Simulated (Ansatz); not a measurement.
Input and command of a plane-wave DFT calculation in Ansatz:

```yaml
crystal:
  lattice:
    - [3.2319982225, 0.0, 0.0]
    - [-1.6159991112, 2.7989925657, 0.0]
    - [0.0, 0.0, 5.147]
  atoms:
    - { symbol: Zr, position: [0.3333333333, 0.6666666667, 0.2208568098] }
    - { symbol: Zr, position: [0.6666666667, 0.3333333333, 0.75] }
basis:
  ecutwfc: 420
kpoints:
  mp_grid: { grid: [18, 18, 10] }
hamiltonian:
  xc: pbe
scf:
  occupations: { method: gaussian, width: 0.15 }
output:
  forces: true
  stress: true
  eigenvalues: true
```

```bash
ansatz run input.yaml --threads 1 --pin off --max-ram 2560MiB --backend cpu --events-out ev --progress --plain --runs-dir out
```

Processor: Arm Neoverse V1, 1 thread, on a host shared with other jobs.

How long does it run, and how much memory does it take?

About 11 s on 1 thread of Arm Neoverse V1, on a shared host, peak memory 0.47 GiB. It solves 16 bands at 330 k points (the mesh reduced by symmetry) with about 929 plane waves, in 6 SCF iterations.
